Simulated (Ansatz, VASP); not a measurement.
## One calculation of AlCu2, two programs

```xyz
3
Lattice="4.1694 0.0000 0.0000 -2.0847 3.6108 0.0000 0.0000 0.0000 2.5926" Properties=species:S:1:pos:R:3 pbc="T T T"
Al    0.0000    0.0000    0.0000
Cu    0.0000    2.4072    1.2963
Cu    2.0847    1.2036    1.2963
```

Alike in both runs: functional PBE; k mesh 15 × 15 × 18; occupations gaussian, width 0.1 eV; no spin polarisation.

Ansatz relaxed the structure, and its values are those at the end. VASP's run is a single point on that final structure, the one shown.

|  | VASP | Ansatz |
| --- | --- | --- |
| version | VASP 6.6.1 | Ansatz 0.2.0 |
| potentials or method | VASP PAW PBE potentials, release 64 (Al, Cu) | scalar-relativistic, plane waves, PAW |
| plane-wave cutoff (eV) | 520 | 420 |
| valence electrons in the cell | 25 | 41 |

VASP gave:

- gap on the k mesh at the Fermi level (eV): none
- pressure (GPa): 0.4

Task: Which values does Ansatz return?

Result: gap on the k mesh at the Fermi level (eV): none; pressure (GPa): 0.0.

A gap of «none» marks a metal or a gap that the smearing closes. The functional is the same, so the differences come from potentials, cutoffs and numerics. The two sets of potentials don't hold the same shells in valence.
